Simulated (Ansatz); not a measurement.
# TaN (P-6m2) in Ansatz: a series of runs

Runs on TaN. Level: PBE+U. Tasks: electrostatic potential.

Everything below comes from runs of Ansatz 0.2.0. Logs are shortened: lines on timing, memory, paths and dates and some standing lists are left out, and cuts for length are marked.

### Step 1. Starting point

The structure is hexagonal, space group P-6m2 (No. 187). The conventional cell has a = 2.938 Å, b = 2.938 Å, c = 2.883 Å, α = 90.00°, β = 90.00°, γ = 120.00°. Ta (site symmetry -6m2) is surrounded by 6 N at 2.23 Å. Around N (site symmetry -6m2) lie 6 Ta at 2.23 Å.

### Step 2. Electrostatic potential, PBE+U, spin-orbit coupling, no magnetisation

Contents of run.py:

```python
import json

import ase.io
import numpy as np

import ansatz as az

atoms = ase.io.read("TaN.cif")
atoms.info.pop("occupancy", None)

calculation = (
    az.Crystal.from_ase(atoms)
    .calculation()
    .kpoints(10, 10, 9)
    .functional("pbe")
    .pseudopotentials(kind="nc_fr", accuracy="standard")
    .hubbard(projectors="all-electron-atomic", double_counting="fll")
    .hubbard("Ta", "d", u_eff=6.2)
    .spin("noncollinear", soc=True)
    .occupations(method="cold", width=0.01)
    .density()
    .potential()
    .output_files(volumetric_format="npy")
    .electron_localization_function()
    .forces()
    .stress()
    .band_table(publish=True)
)
outcome = calculation.run(threads=2, events_out="events.jsonl")

report = outcome.report
for line in open("events.jsonl"):
    event = json.loads(line)
    if event["event"] == "scf_iter":
        d = event["data"]
        print(f"SCF {d['iter']:3d}  HF = {d['harris_foulkes_ev']:.6f} eV  dr2 = {d['dr2_ev']:.2e} eV")
    elif event["event"] in ("relax_step", "md_step"):
        d = event["data"]
        print(f"{event['event']} {d['step']:3d}  E = {d['lagrangian_ev']:.6f} eV")
np.set_printoptions(precision=5, suppress=True, linewidth=110)
print("converged:", report["converged"], "after", report["n_iterations"], "iterations")
print(f"free energy {report['free_energy_ev']:.6f} eV, Fermi level {report['fermi_energy_ev']:.4f} eV")
for key in ("band_edges_ev", "magnetization_mub", "site_moments_mub", "site_moments_nc_mub", "forces_ev_ang",
                "stress_gpa", "kpoints_frac", "eigenvalues_ev"):
    if report.get(key) is not None:
        print(key, np.array(report[key]), sep="\n")
```

Contents of TaN.cif:

```cif
data_TaN
_cell_length_a 2.93800000
_cell_length_b 2.93800000
_cell_length_c 2.88300000
_cell_angle_alpha 90.00000000
_cell_angle_beta 90.00000000
_cell_angle_gamma 120.00000000
_space_group_name_H-M_alt 'P1'
_space_group_name_Hall 'P 1'
_space_group_IT_number 1
loop_
_space_group_symop_operation_xyz
'x,y,z'
loop_
_atom_site_label
_atom_site_type_symbol
_atom_site_symmetry_multiplicity
_atom_site_Wyckoff_symbol
_atom_site_fract_x
_atom_site_fract_y
_atom_site_fract_z
_atom_site_occupancy
Ta1 Ta 1 a 0.0000000000 0.0000000000 0.5000000000 1
N1 N 1 a 0.6666666667 0.3333333333 0.0000000000 1
```

Potentials or basis: PseudoDojo standard.

The run is started by

```
$ python run.py
```

The log of the run:

```text
DeckWarning: basis.ecutwfc = 1142.878222 eV, auto-derived from the records' recommended cutoffs: set by N (normal level)
PlacementWarning: RAYON_NUM_THREADS=2 ignored (pool sized by the plan → 2); use plan(threads=…)
SCF   1  HF = -2049.792900 eV  dr2 = 1.16e+00 eV
SCF   2  HF = -2050.820009 eV  dr2 = 2.26e-01 eV
SCF   3  HF = -2052.585508 eV  dr2 = 8.83e-01 eV
SCF   4  HF = -2052.393345 eV  dr2 = 1.25e-03 eV
SCF   5  HF = -2052.393533 eV  dr2 = 1.88e-04 eV
SCF   6  HF = -2052.393603 eV  dr2 = 8.01e-06 eV
SCF   7  HF = -2052.393606 eV  dr2 = 1.78e-07 eV
SCF   8  HF = -2052.393607 eV  dr2 = 3.43e-08 eV
converged: True after 8 iterations
free energy -2052.393607 eV, Fermi level 19.8286 eV
magnetization_mub
0.0
site_moments_nc_mub
[[0. 0. 0.]
 [0. 0. 0.]]
forces_ev_ang
[[ 0. -0.  0.]
 [ 0. -0.  0.]]
stress_gpa
[[-4.47034 -0.      -0.     ]
 [-0.      -4.47034  0.     ]
 [-0.       0.      -6.65101]]
kpoints_frac
[[ 0.       0.       0.     ]
 [ 0.       0.       0.11111]
 [ 0.       0.       0.22222]
 [ 0.       0.       0.33333]
 [ 0.       0.       0.44444]
 [ 0.       0.1      0.     ]
 [ 0.       0.1      0.11111]
 [ 0.       0.1      0.22222]
 [ 0.       0.1      0.33333]
 [ 0.       0.1      0.44444]
 [ 0.       0.2      0.     ]
 [ 0.       0.2      0.11111]
 [ 0.       0.2      0.22222]
 [ 0.       0.2      0.33333]
 [ 0.       0.2      0.44444]
 [ 0.       0.3      0.     ]
 [ 0.       0.3      0.11111]
 [ 0.       0.3      0.22222]
 [ 0.       0.3      0.33333]
 [ 0.       0.3      0.44444]
 [ 0.       0.4      0.     ]
 [ 0.       0.4      0.11111]
 [ 0.       0.4      0.22222]
 [ 0.       0.4      0.33333]
 [ 0.       0.4      0.44444]
 [ 0.      -0.5      0.     ]
 [ 0.      -0.5      0.11111]
 [ 0.      -0.5      0.22222]
 [ 0.      -0.5      0.33333]
 [ 0.      -0.5      0.44444]
 [ 0.1      0.1      0.     ]
 [ 0.1      0.1      0.11111]
 [ 0.1      0.1      0.22222]
 [ 0.1      0.1      0.33333]
 [ 0.1      0.1      0.44444]
 [ 0.1      0.2      0.     ]
 [ 0.1      0.2      0.11111]
 [ 0.1      0.2      0.22222]
 [ 0.1      0.2      0.33333]
 [ 0.1      0.2      0.44444]
 [ 0.1      0.3      0.     ]
 [ 0.1      0.3      0.11111]
 [ 0.1      0.3      0.22222]
 [ 0.1      0.3      0.33333]
 [ 0.1      0.3      0.44444]
 [ 0.1      0.4      0.     ]
 [ 0.1      0.4      0.11111]
 [ 0.1      0.4      0.22222]
 [ 0.1      0.4      0.33333]
 [ 0.1      0.4      0.44444]
 [ 0.2      0.2      0.     ]
 [ 0.2      0.2      0.11111]
 [ 0.2      0.2      0.22222]
 [ 0.2      0.2      0.33333]
 [ 0.2      0.2      0.44444]
 [ 0.2      0.3      0.     ]
 [ 0.2      0.3      0.11111]
 [ 0.2      0.3      0.22222]
 [ 0.2      0.3      0.33333]
 [ 0.2      0.3      0.44444]
 [ 0.2      0.4      0.     ]
 [ 0.2      0.4      0.11111]
 [ 0.2      0.4      0.22222]
 [ 0.2      0.4      0.33333]
 [ 0.2      0.4      0.44444]
 [ 0.3      0.3      0.     ]
 [ 0.3      0.3      0.11111]
 [ 0.3      0.3      0.22222]
 [ 0.3      0.3      0.33333]
 [ 0.3      0.3      0.44444]]
eigenvalues_ev
[[-48.0092  -48.0092  -20.67233 ...  23.52866  24.0207   24.0207 ]
 [-48.01263 -48.01263 -20.69652 ...  22.65111  24.63405  24.78447]
 [-48.06075 -48.06075 -20.75261 ...  23.69456  24.61267  24.79424]
 ...
 [-47.93209 -47.93208 -21.0326  ...  24.4861   26.41073  26.53791]
 [-47.89043 -47.89043 -21.0578  ...  25.88455  26.24362  26.54998]
 [-47.8789  -47.8789  -21.07074 ...  26.67958  27.22914  27.43815]]
```

It took 30 s on 2 threads of Arm Neoverse V1, shared host; peak memory 0.86 GiB.

Results:

| Quantity | Value |
| --- | --- |
| Free energy | -2052.3936 eV |
| Pressure | -5.2 GPa |
| Band gap on the k mesh | none (metal or under the smearing width) |

Stress tensor (GPa, compression positive):
```
-4.47  0.00  0.00
 0.00 -4.47  0.00
 0.00  0.00 -6.65
```

Caveat: U without spin polarisation on a metal has little footing.

### Step 3. Electrostatic potential, PBE+U, spin-orbit coupling, no magnetisation

Contents of input.yaml:

```yaml
crystal:
  lattice:
    - [2.938, 0.0, 0.0]
    - [-1.469, 2.5443826363, 0.0]
    - [0.0, 0.0, 2.883]
  atoms:
    - { symbol: Ta, position: [0.0, 0.0, 0.5] }
    - { symbol: "N", position: [0.6666666667, 0.3333333333, 0.0] }
hamiltonian:
  xc: pbe
  pseudopotentials: { kind: nc_fr, accuracy: standard }
  hubbard:
    sites: [{ species: Ta, l: d, u_eff: 6.2 }]
    projectors: all-electron-atomic
    double_counting: fll
magnetization:
  noncollinear: true
  spin_orbit: true
kpoints:
  mp_grid: { grid: [10, 10, 9] }
scf:
  occupations: { method: cold, width: 0.01 }
output:
  forces: true
  stress: true
  eigenvalues: true
  write_density: true
  write_potential: true
  elf: true
  volumetric_format: npy
```

Potentials or basis: PseudoDojo standard (PBE files).

The run is started by

```
$ ansatz run input.yaml --threads 2 --pin off --max-ram 5120MiB --backend cpu --events-out ev --progress --plain --runs-dir out
```

Wall time 29 s (2 threads of Arm Neoverse V1, shared host); peak memory 0.71 GiB.

The run converged. Its results:

```yaml
Free_energy: -2052.3936 eV
Pressure: -5.2 GPa
Band_gap_on_the_k_mesh: none (metal or under the smearing width)
```

Stress tensor (GPa, compression positive):
```
-4.47  0.00  0.00
 0.00 -4.47  0.00
 0.00  0.00 -6.65
```

Levels at points of the mesh, in eV from the Fermi level:
| k point | band 15 | band 16 | band 17 | band 18 | band 19 | band 20 | band 21 | band 22 |
| --- | --- | --- | --- | --- | --- | --- | --- | --- |
| (0.00, 0.00, 0.00) | -4.73 | -4.73 | -2.88 | -2.88 | 2.38 | 2.38 | 3.23 | 3.23 |
| (0.00, -0.50, 0.00) | -4.40 | -4.40 | -3.14 | -3.14 | 3.32 | 3.32 | 3.76 | 3.76 |

Caveat: U without spin polarisation on a metal has little footing.
